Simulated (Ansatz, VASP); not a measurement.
**Al: VASP beside Ansatz**

```xyz
1
Lattice="0.0000 2.0515 2.0515 2.0515 0.0000 2.0515 2.0515 2.0515 0.0000" Properties=species:S:1:pos:R:3 pbc="T T T"
Al    0.0000    0.0000    0.0000
```

Alike in both runs: task single point; functional PBE; k mesh 10 × 10 × 10; no spin polarisation.

|  | VASP | Ansatz |
| --- | --- | --- |
| version | VASP 6.6.1 | Ansatz 0.2.0 |
| potentials or method | VASP PAW PBE potentials, release 64 (Al) | plane waves, PAW |
| plane-wave cutoff (eV) | 520 | 500 |
| occupations | fermi-dirac, width 0.1 eV | fermi-dirac |
| valence electrons in the cell | 3 | 3 |

|  | VASP | Ansatz | Ansatz less VASP |
| --- | --- | --- | --- |
| pressure (GPa) | -3.0 | -3.0 | +0.02 |
